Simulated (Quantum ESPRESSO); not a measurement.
Wanted: the native input for a Quantum ESPRESSO 7.5 run.

```
Task                : single point
Functional          : PBE
Potentials or basis : SSSP 1.3 efficiency PBE
Cutoff              : 816 eV
Density cutoff      : 6531 eV
k mesh              : 7 × 7 × 7
Occupations         : fermi-dirac, width 0.05 eV
Spin                : no spin polarisation
Mixing beta         : 0.5
Most SCF iterations : 120
SCF threshold       : 4e-10 Ry
```

SnTe:

```
Te Sn
1.0
     0.00000    3.15085    3.15085
     3.15085    0.00000    3.15085
     3.15085    3.15085    0.00000
Te Sn
1 1
Direct
  0.50000 0.50000 0.50000
  0.00000 0.00000 0.00000
```

The input as run:

pw.in

```
&CONTROL
  calculation = 'scf'
  prefix = 'pwscf'
  outdir = './tmp'
  pseudo_dir = './pseudo'
  tprnfor = .true.
  tstress = .true.
  disk_io = 'nowf'
/
&SYSTEM
  ibrav = 0
  nat = 2
  ntyp = 2
  ecutwfc = 60
  ecutrho = 480
  nbnd = 16
  occupations = 'smearing'
  smearing = 'fd'
  degauss = 0.00367493
/
&ELECTRONS
  conv_thr = 4d-10
  electron_maxstep = 120
  mixing_beta = 0.5
/
ATOMIC_SPECIES
Te   127.6000 Te_pbe_v1.uspp.F.UPF
Sn   118.7100 Sn_pbe_v1.uspp.F.UPF
CELL_PARAMETERS angstrom
   0.0000000000    3.1508500000    3.1508500000
   3.1508500000    0.0000000000    3.1508500000
   3.1508500000    3.1508500000    0.0000000000
ATOMIC_POSITIONS crystal
Te     0.5000000000    0.5000000000    0.5000000000
Sn     0.0000000000    0.0000000000    0.0000000000
K_POINTS automatic
7 7 7 0 0 0
```

Potentials or basis: SSSP 1.3 efficiency PBE.

The run is started by

```sh
$ OMP_NUM_THREADS=1 pw.x -in pw.in > pw.out
```

Results of the run:

* Pressure: 2.1 GPa

Run time: 54 s on 1 thread of Arm Neoverse N1, on a shared host, peak memory 0.31 GiB.
